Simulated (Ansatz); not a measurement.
## Cobalt (bcc) across density functionals

All rows: Ansatz, plane waves with scalar-relativistic PAW, 420 eV (500 eV for the SCAN forms), relaxed under each functional, no dispersion correction, no zero-point motion. B₀ comes from uniform scaling at fixed shape; a dash is a value not given.

| functional | V (Å³/atom) | cell | B₀ (GPa) | magnetic state | ΔE to hcp (meV/atom) |
| --- | --- | --- | --- | --- | --- |
| PBE | 11.11 | a = 2.812 Å | 200 | ferromagnetic, net 1.76 μB per atom | 88 |
| r²SCAN | 10.96 | a = 2.798 Å | 213 | ferromagnetic, net 1.93 μB per atom | -37 |
| m-r²SCAN | 10.67 | a = 2.774 Å | 226 | ferromagnetic, net 1.73 μB per atom | 78 |
| PBEsol | 10.58 | a = 2.766 Å | 235 | ferromagnetic, net 1.73 μB per atom | 114 |
| LDA | 10.21 | a = 2.733 Å | 264 | ferromagnetic, net 1.65 μB per atom | 145 |
| RPBE | 11.45 | a = 2.840 Å | 187 | ferromagnetic, net 1.80 μB per atom | 71 |

What does BLYP give?

V (Å³/atom): 11.62; cell: a = 2.854 Å; B₀ (GPa): 182; magnetic state: ferromagnetic, net 1.75 μB per atom; ΔE to hcp (meV/atom): 85.

m-r²SCAN is r²SCAN on the gauge-invariant kinetic-energy density; without spin polarisation the two are equal.
